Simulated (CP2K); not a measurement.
# Mo (P-1) in CP2K: convergence with k mesh

Aim: find how far k mesh must go before the results for Mo settle, at RPBE. This setting moves, with any that are tied to it; all else stays.

All numbers are computed with CP2K 2026.2; they aren't measurements. Logs are shortened: lines on timing, memory, paths and dates and some standing lists are left out, and cuts for length are marked.

## 1. The structure

The typed cell holds 1 atom: a = 2.785 Å, b = 2.985 Å, c = 2.927 Å, α = 59.76°, β = 54.74°, γ = 58.94°.

This isn't the form of Mo at room conditions, which is bcc.

## 2. With k mesh 3 × 3 × 3

Contents of mo_converge.inp:

```
&GLOBAL
  PROJECT mo_converge
  RUN_TYPE ENERGY_FORCE
  PRINT_LEVEL LOW
&END GLOBAL
&FORCE_EVAL
  METHOD QS
  STRESS_TENSOR ANALYTICAL
  &DFT
    BASIS_SET_FILE_NAME BASIS_MOLOPT
    POTENTIAL_FILE_NAME GTH_POTENTIALS
    &MGRID
      CUTOFF 450
      REL_CUTOFF 60
      NGRIDS 5
    &END MGRID
    &QS
      METHOD GPW
      EPS_DEFAULT 1.0E-9
    &END QS
    &KPOINTS
      SCHEME MONKHORST-PACK 3 3 3
      GAMMA_CENTERED T
      SYMMETRY T
      SYMMETRY_BACKEND SPGLIB
    &END KPOINTS
    &SCF
      SCF_GUESS ATOMIC
      EPS_SCF 1.0E-6
      MAX_SCF 100
      ADDED_MOS 11
      CHOLESKY OFF
      EPS_EIGVAL 1.0E-7
      &DIAGONALIZATION ON
        ALGORITHM STANDARD
      &END DIAGONALIZATION
      &MIXING ON
        METHOD BROYDEN_MIXING
        ALPHA 0.4
        BETA 1.5
        NBUFFER 8
      &END MIXING
      &SMEAR ON
        METHOD FERMI_DIRAC
        ELECTRONIC_TEMPERATURE 580.23
      &END SMEAR
    &END SCF
    &XC
      &XC_FUNCTIONAL
        &GGA_X_RPBE
        &END GGA_X_RPBE
        &GGA_C_PBE
        &END GGA_C_PBE
      &END XC_FUNCTIONAL
    &END XC
    &PRINT
      &KPOINTS ON
      &END KPOINTS
      &MULLIKEN ON
      &END MULLIKEN
      &MO ON
        ENERGIES T
        OCCUPATION_NUMBERS T
        &EACH
          QS_SCF 0
        &END EACH
        ADD_LAST NUMERIC
      &END MO
    &END PRINT
  &END DFT
  &SUBSYS
    &CELL
      A 2.7850412129 0.0000000000 0.0000000000
      B 1.5397074792 2.5566885575 0.0000000000
      C 1.6901192219 0.7034320298 2.2844187122
      PERIODIC XYZ
    &END CELL
    &COORD
      SCALED
      Mo  0.0000000000 0.0000000000 0.0000000000
    &END COORD
    &KIND Mo
      BASIS_SET DZVP-MOLOPT-SR-GTH-q14
      POTENTIAL GTH-PBE-q14
    &END KIND
    &PRINT
      &ATOMIC_COORDINATES ON
      &END ATOMIC_COORDINATES
      &CELL ON
      &END CELL
    &END PRINT
  &END SUBSYS
  &PRINT
    &FORCES ON
    &END FORCES
    &STRESS_TENSOR ON
    &END STRESS_TENSOR
  &END PRINT
&END FORCE_EVAL
```

Potentials or basis: GTH_POTENTIALS Mo GTH-PBE-q14; DZVP-MOLOPT-SR-GTH basis.

Started as:

```console
$ OMP_NUM_THREADS=1 cp2k.psmp -i mo_converge.inp -o mo_converge.out
```

Run time: 90 s. Hardware: 1 thread of Arm Neoverse V1, shared host; peak memory 0.26 GiB.

Results:

- Free energy: -1856.5757 eV
- Pressure: 8.2 GPa
- Band gap on the k mesh: none (metal or under the smearing width)

## 3. With k mesh 5 × 4 × 4

Edit mo_converge.inp of step 2 so:

```diff
@@ -21,3 +21,3 @@
     &KPOINTS
-      SCHEME MONKHORST-PACK 3 3 3
+      SCHEME MONKHORST-PACK 5 4 4
       GAMMA_CENTERED T
```

Potentials or basis: GTH_POTENTIALS Mo GTH-PBE-q14; DZVP-MOLOPT-SR-GTH basis.

Started as:

```console
$ OMP_NUM_THREADS=1 cp2k.psmp -i mo_converge.inp -o mo_converge.out
```

Run time: 88 s. Hardware: 1 thread of Arm Neoverse V1, shared host; peak memory 0.26 GiB.

What came out:

```
Free energy            : -1856.9207 eV
Pressure               : 1.8 GPa
Band gap on the k mesh : none (metal or under the smearing width)
```

## 4. With k mesh 6 × 5 × 6

Edit mo_converge.inp of step 3 so:

```diff
@@ -21,3 +21,3 @@
     &KPOINTS
-      SCHEME MONKHORST-PACK 5 4 4
+      SCHEME MONKHORST-PACK 6 5 6
       GAMMA_CENTERED T
```

Started as:

```console
$ OMP_NUM_THREADS=1 cp2k.psmp -i mo_converge.inp -o mo_converge.out
```

Run time: 95 s. Hardware: 1 thread of Arm Neoverse V1, shared host; peak memory 0.26 GiB.

What came out:

| Property | Result |
| --- | --- |
| Free energy | -1856.9621 eV |
| Pressure | 0.7 GPa |
| Band gap on the k mesh | none (metal or under the smearing width) |

## 5. With k mesh 7 × 6 × 7

Edit mo_converge.inp of step 4 so:

```diff
@@ -21,3 +21,3 @@
     &KPOINTS
-      SCHEME MONKHORST-PACK 6 5 6
+      SCHEME MONKHORST-PACK 7 6 7
       GAMMA_CENTERED T
```

Started as:

```console
$ OMP_NUM_THREADS=1 cp2k.psmp -i mo_converge.inp -o mo_converge.out
```

Wall time 1.7 min (1 thread of Arm Neoverse V1, shared host); peak memory 0.26 GiB.

Results:

```yaml
Free_energy: -1856.9806 eV
Pressure: 0.7 GPa
Band_gap_on_the_k_mesh: none (metal or under the smearing width)
```

## 6. With k mesh 8 × 7 × 8

Edit mo_converge.inp of step 5 so:

```diff
@@ -21,3 +21,3 @@
     &KPOINTS
-      SCHEME MONKHORST-PACK 7 6 7
+      SCHEME MONKHORST-PACK 8 7 8
       GAMMA_CENTERED T
```

Potentials or basis: GTH_POTENTIALS Mo GTH-PBE-q14; DZVP-MOLOPT-SR-GTH basis.

Started as:

```console
$ OMP_NUM_THREADS=1 cp2k.psmp -i mo_converge.inp -o mo_converge.out
```

Wall time 1.9 min (1 thread of Arm Neoverse V1, shared host); peak memory 0.27 GiB.

What came out:

* Free energy: -1856.9481 eV
* Pressure: 1.3 GPa
* Band gap on the k mesh: none (metal or under the smearing width)

## 7. With k mesh 10 × 9 × 10

Edit mo_converge.inp of step 6 so:

```diff
@@ -21,3 +21,3 @@
     &KPOINTS
-      SCHEME MONKHORST-PACK 8 7 8
+      SCHEME MONKHORST-PACK 10 9 10
       GAMMA_CENTERED T
```

Started as:

```console
$ OMP_NUM_THREADS=1 cp2k.psmp -i mo_converge.inp -o mo_converge.out
```

Wall time 2.4 min (1 thread of Arm Neoverse V1, shared host); peak memory 0.28 GiB.

The run converged. Its results:

| Property | Result |
| --- | --- |
| Free energy | -1856.9568 eV |
| Pressure | 1.1 GPa |
| Band gap on the k mesh | none (metal or under the smearing width) |

## 8. With k mesh 12 × 11 × 12

Edit mo_converge.inp of step 7 so:

```diff
@@ -21,3 +21,3 @@
     &KPOINTS
-      SCHEME MONKHORST-PACK 10 9 10
+      SCHEME MONKHORST-PACK 12 11 12
       GAMMA_CENTERED T
```

Started as:

```console
$ OMP_NUM_THREADS=1 cp2k.psmp -i mo_converge.inp -o mo_converge.out
```

Run time: 3.3 min. Hardware: 1 thread of Arm Neoverse V1, shared host; peak memory 0.3 GiB.

It converged, with:

```
Free energy            : -1856.9528 eV
Pressure               : 1.2 GPa
Band gap on the k mesh : none (metal or under the smearing width)
```

## 9. With k mesh 15 × 13 × 14

Edit mo_converge.inp of step 8 so:

```diff
@@ -21,3 +21,3 @@
     &KPOINTS
-      SCHEME MONKHORST-PACK 12 11 12
+      SCHEME MONKHORST-PACK 15 13 14
       GAMMA_CENTERED T
```

Potentials or basis: GTH_POTENTIALS Mo GTH-PBE-q14; DZVP-MOLOPT-SR-GTH basis.

Started as:

```console
$ OMP_NUM_THREADS=1 cp2k.psmp -i mo_converge.inp -o mo_converge.out
```

mo_converge.out:

```text

 CP2K| version string:                                       CP2K version 2026.2
 CP2K| Input file name                                           mo_converge.inp

 GLOBAL| Force Environment number                                              1
 GLOBAL| Basis set file name                                        BASIS_MOLOPT
 GLOBAL| Potential file name                                      GTH_POTENTIALS
 GLOBAL| MM Potential file name                                     MM_POTENTIAL
 GLOBAL| Coordinate file name                                      __STD_INPUT__
 GLOBAL| Method name                                                        CP2K
 GLOBAL| Project name                                                mo_converge
 GLOBAL| Run type                                                   ENERGY_FORCE
 GLOBAL| FFT library                                                       FFTW3
 GLOBAL| Diagonalization library                                       ScaLAPACK
 GLOBAL| Cholesky decomposition library                                ScaLAPACK
 GLOBAL| DGEMM library                                                      BLAS
 GLOBAL| Direct generalized diagonalization requested                          F
 GLOBAL| Matrix multiplication library                                 ScaLAPACK
 GLOBAL| Global print level                                                  LOW
 GLOBAL| Total number of message passing processes                             1
 GLOBAL| Number of threads for this process                                    1
 GLOBAL| CPU model name                                                  UNKNOWN

 CELL| Volume [angstrom^3]:                                            16.266165
 CELL| Vector a [angstrom]:       2.785     0.000     0.000   |a| =     2.785041
 CELL| Vector b [angstrom]:       1.540     2.557     0.000   |b| =     2.984519
 CELL| Vector c [angstrom]:       1.690     0.703     2.284   |c| =     2.927437
 CELL| Angle (b,c), alpha [degree]:                                    59.755494
 CELL| Angle (a,c), beta  [degree]:                                    54.736507
 CELL| Angle (a,b), gamma [degree]:                                    58.942504
 CELL| Numerically orthorhombic:                                              NO
 CELL| Periodicity                                                           XYZ

 CELL_REF| Volume [angstrom^3]:                                        16.266165
 CELL_REF| Vector a [angstrom     2.785     0.000     0.000   |a| =     2.785041
 CELL_REF| Vector b [angstrom     1.540     2.557     0.000   |b| =     2.984519
 CELL_REF| Vector c [angstrom     1.690     0.703     2.284   |c| =     2.927437
 CELL_REF| Angle (b,c), alpha [degree]:                                59.755494
 CELL_REF| Angle (a,c), beta  [degree]:                                54.736507
 CELL_REF| Angle (a,b), gamma [degree]:                                58.942504
 CELL_REF| Numerically orthorhombic:                                          NO
 CELL_REF| Periodicity                                                       XYZ

[... 8 lines left out ...]
 TOTAL NUMBERS AND MAXIMUM NUMBERS

  Total number of            - Atomic kinds:                                   1
                             - Atoms:                                          1
                             - Shell sets:                                     1
                             - Shells:                                         8
                             - Primitive Cartesian functions:                  7
[... 98 lines left out ...]
 Number of orbital functions:                                                 26
 Number of independent orbital functions:                                     26

 SCF WAVEFUNCTION OPTIMIZATION

  Step     Update method      Time    Convergence         Total energy    Change
  ------------------------------------------------------------------------------
     1 NoMix/Diag. 0.40E+00   27.9     0.97930080       -68.5406417486 -6.85E+01
     2 Broy./Diag. 0.40E+00   23.8     0.04836366       -69.5527898714 -1.01E+00
     3 Broy./Diag. 0.40E+00   23.9     0.08630968       -68.7549171201  7.98E-01
     4 Broy./Diag. 0.40E+00   23.9     0.00516059       -68.2268973655  5.28E-01
     5 Broy./Diag. 0.40E+00   23.9     0.00251801       -68.2537098920 -2.68E-02
     6 Broy./Diag. 0.40E+00   23.9     0.00077997       -68.2420563651  1.17E-02
     7 Broy./Diag. 0.40E+00   23.1     0.00023706       -68.2441908228 -2.13E-03
     8 Broy./Diag. 0.40E+00   22.3     0.00003878       -68.2418512488  2.34E-03
     9 Broy./Diag. 0.40E+00   21.7     0.00002477       -68.2419040229 -5.28E-05
    10 Broy./Diag. 0.40E+00   21.8     0.00000458       -68.2417423367  1.62E-04
    11 Broy./Diag. 0.40E+00   21.6     0.00000042       -68.2417464398 -4.10E-06

  *** SCF run converged in    11 steps ***

  Electronic density on regular grids:        -13.9999999988        0.0000000012
  Core density on regular grids:               13.9999999931       -0.0000000069
  Total charge density on r-space grids:       -0.0000000058
  Total charge density g-space grids:          -0.0000000058

  Overlap energy of the core charge distribution:               0.00000000000001
  Self energy of the core charge distribution:               -128.58274229693052
  Core Hamiltonian energy:                                     28.99880372931835
  Hartree energy:                                              39.25234451135321
  Exchange-correlation energy:                                 -7.90983909170124
  Electronic entropic energy:                                  -0.00031329204894
  Fermi energy:                                                 0.60098539676104

  Total energy:                                               -68.24174643979042
  Total energy (extrapolated to T->0):                        -68.24158979376595

 MO| EIGENVALUES AND OCCUPATION NUMBERS FOR K POINT 1
 MO|
 MO|  Index      Eigenvalue [a.u.]        Eigenvalue [eV]             Occupation
 MO|      1              -1.693970             -46.095280               2.000000
 MO|      2              -0.721355             -19.629070               2.000000
 MO|      3              -0.685681             -18.658321               2.000000
 MO|      4              -0.675205             -18.373267               2.000000
 MO|      5               0.429361              11.683519               2.000000
 MO|      6               0.522510              14.218231               2.000000
[... 322 lines left out ...]
 MO|     17               1.896853              51.616005               0.000000
 MO|     18               1.951623              53.106361               0.000000
 MO| Sum:                                                              12.003967
 MO| E(Fermi):            0.600985 a.u.         16.353644 eV

 [... the levels of further k-points ...]

 !-----------------------------------------------------------------------------!
                     Mulliken Population Analysis

 #  Atom  Element  Kind  Atomic population                           Net charge
       1     Mo       1         14.000000                             -0.000000
 # Total charge                             14.000000                 -0.000000

 !-----------------------------------------------------------------------------!

 ENERGY| Total FORCE_EVAL ( QS ) energy [hartree]            -68.241751370336672

 FORCES| Atomic forces [hartree/bohr]
 FORCES|   Atom     x               y               z               |f|
 FORCES|      1  7.55837582E-14  3.46082580E-14  2.41786062E-14   8.65750601E-14
 FORCES| Sum     7.55837582E-14  3.46082580E-14  2.41786062E-14
 FORCES| Total atomic force                                       8.65750601E-14

 STRESS| Analytical stress tensor [bar]
 STRESS|                        x                   y                   z
 STRESS|      x        3.88782691088E+03  -1.10600479035E+04   3.59132225062E+04
 STRESS|      y       -1.10600479035E+04  -1.19800025218E+04   8.91158873154E+02
 STRESS|      z        3.59132225062E+04   8.91158873154E+02   4.50570153881E+04
 STRESS| 1/3 Trace                                             1.23216132591E+04
 STRESS| Determinant                                           7.13012743492E+12

 STRESS| Eigenvectors and eigenvalues of the analytical stress tensor [bar]
 STRESS|                        1                   2                   3
 STRESS| Eigenvalues  -2.48638198492E+04  -4.33425831588E+03   6.61629179423E+04
 STRESS|      x           0.694000431941      0.511346725773      0.506841125509
 STRESS|      y           0.620964334110     -0.781388421136     -0.061930857240
 STRESS|      z          -0.364371645754     -0.357710303677      0.859811980850
```

Wall time 4.8 min (1 thread of Arm Neoverse V1, shared host); peak memory 0.32 GiB.

What came out:

```yaml
Free_energy: -1856.9525 eV
Pressure: 1.2 GPa
Band_gap_on_the_k_mesh: none (metal or under the smearing width)
```

## 10. Summary

```tsv
k mesh	energy less the tightest run, at zero smearing (meV/atom)	pressure (GPa)	SCF cycles	CPU time (s)	peak memory (GiB)
3 × 3 × 3	377.19	8.19	12	90	0.26
5 × 4 × 4	33.09	1.77	11	88	0.26
6 × 5 × 6	-9.95	0.67	11	95	0.26
7 × 6 × 7	-29.97	0.70	11	100	0.26
8 × 7 × 8	3.87	1.29	11	110	0.27
10 × 9 × 10	-4.62	1.05	11	140	0.28
12 × 11 × 12	-0.37	1.16	11	200	0.3
15 × 13 × 14	0.00	1.23	11	290	0.32
```

Against the tightest run, the energy stays within 1 meV/atom from 12 × 11 × 12 on; the pressure stays within 0.1 GPa from 12 × 11 × 12 on. Meshes of other sizes hit other points, so gaps and Fermi surfaces needn't settle smoothly. The tightest run that finished is the yardstick and may itself not be fully converged.

Caveats: the potentials were made for another functional, which shifts forces and pressure; the basis of atomic orbitals isn't converged, which shifts pressures, moduli and gaps.
